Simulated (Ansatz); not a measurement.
## Energy, volume and coordination in In3SbAs2

These are results of DFT PBE, scalar-relativistic, plane waves, PAW in Ansatz, not measurements. Settings: cutoff 420 eV, Γ-centred meshes spaced at most about 0.3 Å⁻¹, and about 0.25 Å⁻¹ or finer for metals (2π included), Gaussian smearing. No spin polarisation.

All energies are static (0 K, no zero-point motion). Rows are sorted by volume; energies count from the lowest form computed. Coordination counts As or Sb atoms around In (for each partner element, those within 1.25 times its shortest distance or 1.15 times the sum of covalent radii, where it is the nearest in units of that sum or under 1.3; a plus sign parts groups by distance over the sum of covalent radii; the shortest distance is added where it exceeds 1.18 times the sum of covalent radii; a slash parts the counts of unlike sites).

```csv
row,form,source,atoms,coordination,V (Å³/atom),gap on mesh (eV),ΔE (meV/atom)
1,P2/m,invented,6,In 2/4 from 3.2 Å,25.6,0,279
2,Pmmm,invented,6,In 2,26.2,0,?
3,P4/nmm,invented,12,In 4/4+2,26.3,0,192
4,P6_3mc,invented,12,In 4,31.8,0,10
5,P3m1,invented,6,In 4,31.9,0,0
```

The cell of row 2:

Space group Pmmm (No. 47). a = 2.962 Å, b = 6.007 Å, c = 8.851 Å, α = 90.00°, β = 90.00°, γ = 90.00°
| atom | site | symmetry | x | y | z |
| --- | --- | --- | --- | --- | --- |
| In | 1c | mmm | 0.0000 | 0.0000 | 0.5000 |
| In | 2q | mm2 | 0.0000 | 0.0000 | 0.8339 |
| Sb | 1g | mmm | 0.0000 | 0.5000 | 0.5000 |
| As | 2r | mm2 | 0.0000 | 0.5000 | 0.8461 |

Q: How far above the lowest form does the open row lie?

A: 0.31 eV/atom, which puts it above row 1, the highest in the table. Counting As or Sb atoms around In, row 2 has In 2 and the lowest form (row 5) has In 4. Row 2 holds Sb–Sb chains (shortest 2.96 Å); in the lowest form (row 5) the shortest Sb–Sb distance is 4.48 Å.

An observed structure of this formula, if there is one, may be missing.

The k mesh leaves some 4 meV/atom of noise in the energy of each metallic cell. No dispersion correction is applied, so the spacing and binding between layers, chains or molecules are poorly described (P4/nmm), and this can change margins and order among such cells. These runs have no spin–orbit coupling, which can matter for Sb. The zero gap of P3m1, P6_3mc may come from the functional, which often closes small gaps. Cells relaxed within their symmetry can be saddle points. Some structure types and database cells were kept out of the candidates from the start, so a known form may be missing.

The two four-coordinate forms lie far below the three denser ones, as expected for a III–V compound. In and the pnictogens together supply four valence electrons per atom, just enough to fill the bonding states of a tetrahedral sp³ network and leave the antibonding ones empty. Denser packing gives up this directional bonding, though volume alone doesn't set the order: Pmmm is less dense than P2/m yet lies higher. Its stretched Sb–Sb contacts probably compensate poorly for the lost In–pnictogen bonding.

The small separation between P3m1 and P6_3mc suggests the same local bonding with different stacking or As/Sb order, so their ranking is much less secure than the preference for four-coordination. Their zero gaps disagree with the semiconducting character of InAs and InSb; PBE probably places the s-like conduction edge too low against the pnictogen p valence band. Nothing here shows whether the ordered compound resists separation into InAs and InSb, which the size mismatch between As and Sb favours.
